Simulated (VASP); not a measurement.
# Ce (Fm-3m) in VASP: further runs

One crystal, Ce, is run at these levels: LDA; tasks: single point.

Program: VASP 6.6.1. These are calculated values, not measurements. Logs are shortened: lines on timing, memory, paths and dates and some standing lists are left out, and cuts for length are marked.

## 1. The structure

The structure is cubic, space group Fm-3m (No. 225). Conventional cell: a = 4.530 Å, b = 4.530 Å, c = 4.530 Å, α = 90.00°, β = 90.00°, γ = 90.00°. Ce (site symmetry m-3m) is surrounded by 12 Ce at 3.20 Å.

## 2. Single point, LDA

Contents of INCAR:

```
SYSTEM = Ce
  PREC = Accurate
  ENCUT = 520
  EDIFF = 1E-7
  ISMEAR = -1
  SIGMA = 0.1
  LREAL = .False.
  LASPH = .True.
  NELM = 80
  ALGO = Normal
  ISIF = 2
  LWAVE = .False.
  LCHARG = .False.
  GGA = CA
  NBANDS = 12
```

Contents of KPOINTS:

```
Automatic mesh
0
Gamma
  16 16 16
  0 0 0
```

Contents of POSCAR:

```
Ce
1.0
    0.0000000000      2.2649298204      2.2649298204
    2.2649298204      0.0000000000      2.2649298204
    2.2649298204      2.2649298204      0.0000000000
Ce
1
Direct
    0.0000000000      0.0000000000      0.0000000000
```

Potentials or basis: VASP PAW LDA potentials, release 64 (Ce).

Launch:

```console
> cat potpaw_LDA.64/Ce/POTCAR > POTCAR
> mpirun -np 1 vasp_std > vasp.out
```

OUTCAR:

```text
SYSTEM = Ce
   PREC = Accurate
   ENCUT = 520
   EDIFF = 1E-7
   ISMEAR = -1
   LREAL = .False.
   LASPH = .True.
   NELM = 80
   ISIF = 2
   GGA = CA

 ion  position               nearest neighbor table
   1  0.000  0.000  0.000-

  LATTYP: Found a face centered cubic cell.
 ALAT       =     4.5298596408

  Lattice vectors:

 A1 = (   0.0000000000,   2.2649298204,   2.2649298204)
 A2 = (   2.2649298204,   0.0000000000,   2.2649298204)
 A3 = (   2.2649298204,   2.2649298204,   0.0000000000)

Analysis of symmetry for initial positions (statically):
=====================================================================
 Subroutine PRICEL returns:
 Original cell was already a primitive cell.

 Routine SETGRP: Setting up the symmetry group for a
 face centered cubic supercell.

 Subroutine GETGRP returns: Found 48 space group operations
 (whereof 48 operations were pure point group operations)
 out of a pool of 48 trial point group operations.

The static configuration has the point symmetry O_h .

Analysis of symmetry for dynamics (positions and initial velocities):
=====================================================================
 Subroutine PRICEL returns:
 Original cell was already a primitive cell.

 Routine SETGRP: Setting up the symmetry group for a
 face centered cubic supercell.

 Subroutine GETGRP returns: Found 48 space group operations
 (whereof 48 operations were pure point group operations)
 out of a pool of 48 trial point group operations.

The dynamic configuration has the point symmetry O_h .

 Subroutine INISYM returns: Found 48 space group operations
 (whereof 48 operations are pure point group operations),
 and found     1 'primitive' translations

----------------------------------------------------------------------------------------

                                     Primitive cell

  volume of cell :      23.2378

  direct lattice vectors                    reciprocal lattice vectors
     0.000000000  2.264929820  2.264929820    -0.220757392  0.220757392  0.220757392
     2.264929820  0.000000000  2.264929820     0.220757392 -0.220757392  0.220757392
     2.264929820  2.264929820  0.000000000     0.220757392  0.220757392 -0.220757392

  length of vectors
     3.203094470  3.203094470  3.203094470     0.382363019  0.382363019  0.382363019

  position of ions in fractional coordinates (direct lattice)
     0.000000000  0.000000000  0.000000000

  ion indices of the primitive-cell ions
   primitive index   ion index
                 1           1

----------------------------------------------------------------------------------------

 KPOINTS: Automatic mesh

Automatic generation of k-mesh.
 Grid dimensions read from file:
 generate k-points for:   16   16   16

 Generating k-lattice:

  Cartesian coordinates                     Fractional coordinates (reciprocal lattice)
    -0.013797337  0.013797337  0.013797337     0.062500000  0.000000000  0.000000000
     0.013797337 -0.013797337  0.013797337     0.000000000  0.062500000  0.000000000
     0.013797337  0.013797337 -0.013797337     0.000000000  0.000000000  0.062500000

  Length of vectors
     0.023897689  0.023897689  0.023897689

  Shift w.r.t. Gamma in fractional coordinates (k-lattice)
     0.000000000  0.000000000  0.000000000

 Subroutine IBZKPT returns following result:
 ===========================================

 Found    145 irreducible k-points:

 Following reciprocal coordinates:
            Coordinates               Weight
  0.000000  0.000000  0.000000      1.000000
  0.062500  0.000000  0.000000      8.000000
  0.125000  0.000000  0.000000      8.000000
  0.187500  0.000000  0.000000      8.000000
  0.250000  0.000000  0.000000      8.000000
  0.312500  0.000000  0.000000      8.000000
[... 16 lines left out ...]
 -0.125000  0.062500  0.000000     24.000000
 -0.062500  0.062500  0.000000     12.000000
 [... further k-points ...]
   k-points           NKPTS =    145   k-points in BZ     NKDIM =    145   number of bands    NBANDS=     12
   number of dos      NEDOS =    301   number of ions     NIONS =      1
   total plane-waves  NPLWV =  13824
   dimension x,y,z NGX =    24 NGY =   24 NGZ =   24
   dimension x,y,z NGXF=    48 NGYF=   48 NGZF=   48
   ions per type =               1
   NGX,Y,Z   is equivalent  to a cutoff of  12.46, 12.46, 12.46 a.u.
   NGXF,Y,Z  is equivalent  to a cutoff of  24.91, 24.91, 24.91 a.u.
 SYSTEM =  Ce
   PREC   = accura    normal or accurate (medium, high low for compatibility)
   ISTART =      0    job   : 0-new  1-cont  2-samecut
   ICHARG =      2    charge: 1-file 2-atom 10-const
   ISPIN  =      1    spin polarized calculation?
   LNONCOLLINEAR =      F non collinear calculations
   LSORBIT =      F    spin-orbit coupling
   LASPH  =      T    aspherical Exc in radial PAW
   ENCUT  =  520.0 eV  38.22 Ry    6.18 a.u.   5.96  5.96  5.96*2*pi/ulx,y,z
   NELM   =     80;   NELMIN=  2; NELMDL= -5     # of ELM steps
   EDIFF  = 0.1E-06   stopping-criterion for ELM
   LREAL  =      F    real-space projection
   EDIFFG = 0.1E-05   stopping-criterion for IOM
   NSW    =      0    number of steps for IOM
   IBRION =     -1    ionic relax: 0-MD 1-quasi-New 2-CG
   NFREE  =      0    steps in history (QN), initial steepest desc. (CG)
   ISIF   =      2    stress and relaxation
   ISYM   =      2    0-nonsym 1-usesym 2-fastsym
   POTIM  = 0.5000    time-step for ionic-motion
   TEBEG  =    0.0;   TEEND  =   0.0 temperature during run
   PSTRESS=    0.0 pullay stress
   NELECT =      12.0000    total number of electrons
   NUPDOWN=      -1.0000    fix difference up-down
   EMIN   =  10.00;   EMAX   =-10.00  energy-range for DOS
   EFERMI =   0.00;   METHOD = LEGACY
   ISMEAR =    -1;   SIGMA  =   0.10  broadening in eV -4-tet -1-fermi 0-gaus
   EFERMI_NEDOS =   21; number of points for ismear=-14 and -15
   IALGO  =     38    algorithm
   IMIX   =      4    mixing-type and parameters
     AMIX     =   0.40;   BMIX     =  1.00
     AMIX_MAG =   1.60;   BMIX_MAG =  1.00
  volume/ion in A,a.u.               =      23.24       156.82
  Fermi-wavevector in a.u.,A,eV,Ry     =   1.313421  2.482005 23.471053  1.725074
  Thomas-Fermi vector in A             =   2.443745
   LORBIT       =      0    0 simple, 1 ext, 2 COOP (PROOUT), +10 PAW based schemes
   GGA     = CA    functional components
   LHFCALC =     F    Hartree Fock is set to
   AEXX    =    0.0000 exact exchange contribution
   IVDW    =     0    specifies the selected vdW correction
   LEPSILON=     F    determine dielectric tensor
   LRPA    =     F    only Hartree local field effects (RPA)
 non-spin polarized calculation
  energy-cutoff  :      520.00
  volume of cell :       23.24
 maximum number of plane-waves:       639
   NGX = 11   NGY = 11   NGZ = 11

 number of electron      12.0000000 magnetization

 Free energy of the ion-electron system (eV)
  ---------------------------------------------------
  ext. energy  EPLUGINS =         0.00000000
  ---------------------------------------------------
  free energy    TOTEN  =        -6.93734413 eV

  energy without entropy =       -6.85640810  energy(sigma->0) =       -6.89687612

 E-fermi :  10.6515     XC(G=0): -12.1424

 val. band max:       10.6355120604   @ k =  -0.2500   0.0625   0.0000
 cond. band min:      10.6550979717   @ k =  -0.2500   0.5000   0.2500
 fundamental gap:      0.0195859113
 Fermi energy:        10.6514918370

 k-point     1 :       0.0000    0.0000    0.0000
  band No.  band energies     occupation
      1     -24.1394      2.00000
      2      -4.6416      2.00000
      3      -4.6416      2.00000
      4      -4.6416      2.00000
      5       8.2410      2.00000
      6      10.3239      1.92719
      7      11.0858      0.02565
      8      11.0858      0.02565
      9      11.0858      0.02565
     10      12.0165      0.00000
     11      12.0165      0.00000
     12      12.0165      0.00000

 k-point     2 :       0.0625    0.0000    0.0000
  band No.  band energies     occupation
      1     -24.1109      2.00000
      2      -4.8333      2.00000
      3      -4.6623      2.00000
      4      -4.6623      2.00000
      5       8.4569      2.00000
      6      10.2517      1.96396
      7      11.0649      0.03154
      8      11.0926      0.02400
      9      11.0926      0.02400
     10      11.8294      0.00002
     11      11.8294      0.00002
     12      12.0176      0.00000

 k-point     3 :       0.1250    0.0000    0.0000
  band No.  band energies     occupation
      1     -24.0283      2.00000
      2      -5.3508      2.00000
      3      -4.7207      2.00000
      4      -4.7207      2.00000
      5       8.9565      2.00000
      6      10.1485      1.98701
      7      11.0045      0.05695
      8      11.1131      0.01960
      9      11.1131      0.01960
     10      11.6136      0.00013
     11      11.6136      0.00013
     12      12.0208      0.00000
[... 286 lines left out ...]
 k-point    23 :      -0.1250    0.0625    0.0000
  band No.  band energies     occupation
      1     -23.9668      2.00000
      2      -5.6366      2.00000
      3      -4.8989      2.00000
      4      -4.7049      2.00000
      5       9.2855      2.00000
      6      10.0815      1.99333
      7      10.9281      0.11835
      8      11.1078      0.02064
      9      11.1753      0.01056
     10      11.5087      0.00038
     11      11.5871      0.00017
     12      11.9862      0.00000

 k-point    24 :      -0.0625    0.0625    0.0000
  band No.  band energies     occupation
      1     -24.0644      2.00000
      2      -5.0906      2.00000
      3      -4.7717      2.00000
      4      -4.6622      2.00000
      5       8.7849      2.00000
      6      10.1477      1.98711
      7      11.0161      0.05084
      8      11.0923      0.02407
      9      11.1285      0.01682
     10      11.6831      0.00007
     11      11.7127      0.00005
     12      11.9966      0.00000

 [... further k-points ...]
[... 5 lines left out ...]
  --------------------------------------------------------------------------------------
  -------------------------------------------------------------------------------------
  Total       -0.0892501     -0.0892501     -0.0892501      0.0000000      0.0000000      0.0000000
  in kB       -6.1535400     -6.1535400     -6.1535400      0.0000000      0.0000000      0.0000000
  external PRESSURE =      -6.1535400 kB  Pullay stress =       0.0000000 kB

 VOLUME and BASIS-vectors are now :
 -----------------------------------------------------------------------------
  energy-cutoff  :      520.00
  volume of cell :       23.24
      direct lattice vectors                 reciprocal lattice vectors
     0.000000000  2.264929820  2.264929820    -0.220757392  0.220757392  0.220757392
     2.264929820  0.000000000  2.264929820     0.220757392 -0.220757392  0.220757392
     2.264929820  2.264929820  0.000000000     0.220757392  0.220757392 -0.220757392

 POSITION                                       TOTAL-FORCE (eV/Angst)
 -----------------------------------------------------------------------------------
      0.00000      0.00000      0.00000         0.000000     -0.000000     -0.000000
 -----------------------------------------------------------------------------------
    total drift:                                0.000000      0.000000     -0.000000

  FREE ENERGIE OF THE ION-ELECTRON SYSTEM (eV)
  ---------------------------------------------------
  free  energy   TOTEN  =        -6.9373441285 eV

  energy  without entropy=       -6.8564081030  energy(sigma->0) =       -6.89687612
```

Run time: 21 s. Hardware: 1 thread of Intel Xeon Platinum 8488C (Sapphire Rapids), shared host; peak memory 0.17 GiB.

What came out:

```
Free energy            : -6.9373 eV
Pressure               : -0.6 GPa
Band gap on the k mesh : none (metal or under the smearing width)
```

Levels at points of the mesh, in eV from the Fermi level:
```tsv
k point	band 3	band 4	band 5	band 6	band 7	band 8	band 9	band 10
(0.00, 0.00, 0.00)	-15.29	-15.29	-2.41	-0.33	0.43	0.43	0.43	1.37
(0.50, 0.00, 0.00)	-15.80	-15.80	-2.25	-0.23	0.51	0.51	0.95	1.18
(0.50, 0.50, 0.00)	-16.74	-16.74	-3.41	-2.76	0.56	0.74	0.74	0.88
```

The run has no spin-orbit coupling, so splittings on Ce are missing. Spin polarisation is off, so any magnetic state and its effect on volume and gap are missing.

## 3. Single point, LDA

This run uses another cell than the first one, of 26.03 Å³/atom, 1.120 times its volume.

Contents of INCAR:

```
SYSTEM = Ce
PREC     = Accurate       ! precision mode
ENCUT    = 520            ! plane-wave cutoff, eV
EDIFF    = 1E-6           ! SCF threshold, eV
ISMEAR   = -1             ! smearing method
SIGMA    = 0.1            ! smearing width, eV
LREAL    = .False.        ! projectors in reciprocal space
LASPH    = .True.         ! aspherical terms in the spheres
NELM     = 100            ! most SCF steps
ALGO     = Fast           ! electronic algorithm
ISIF     = 2              ! what is computed and relaxed
LWAVE    = .False.        ! write WAVECAR
LCHARG   = .False.        ! write CHGCAR
NBANDS   = 12             ! bands
```

KPOINTS is that of step 2.

Contents of POSCAR:

```
Ce
1.0
    0.0000000000      2.3521269468      2.3521269468
    2.3521269468      0.0000000000      2.3521269468
    2.3521269468      2.3521269468      0.0000000000
Ce
1
Direct
    0.0000000000      0.0000000000      0.0000000000
```

Potentials or basis: VASP PAW LDA potentials, release 64 (Ce).

Launch:

```console
> cat potpaw_LDA.64/Ce/POTCAR > POTCAR
> mpirun -np 1 vasp_std > vasp.out
```

Run time: 91 s. Hardware: 1 thread of Intel Xeon Platinum 8488C (Sapphire Rapids), shared host; peak memory 0.19 GiB.

Results (log left out):

* Free energy: -6.8870 eV
* Pressure: -5.1 GPa
* Band gap on the k mesh: none (metal or under the smearing width)

Levels at points of the mesh, in eV from the Fermi level:
| k point | band 3 | band 4 | band 5 | band 6 | band 7 | band 8 | band 9 | band 10 |
| --- | --- | --- | --- | --- | --- | --- | --- | --- |
| (0.00, 0.00, 0.00) | -15.68 | -15.68 | -2.80 | -0.17 | 0.42 | 0.42 | 0.42 | 1.73 |
| (0.50, 0.00, 0.00) | -16.07 | -16.07 | -2.07 | -0.10 | 0.47 | 0.47 | 0.81 | 1.01 |
| (0.50, 0.50, 0.00) | -16.78 | -16.78 | -2.90 | -2.24 | 0.52 | 0.63 | 0.63 | 0.74 |

Spin-orbit coupling is left out, which matters for the levels of Ce. Spin polarisation is off, so any magnetic state and its effect on volume and gap are missing.

[end of part 1 of 2]
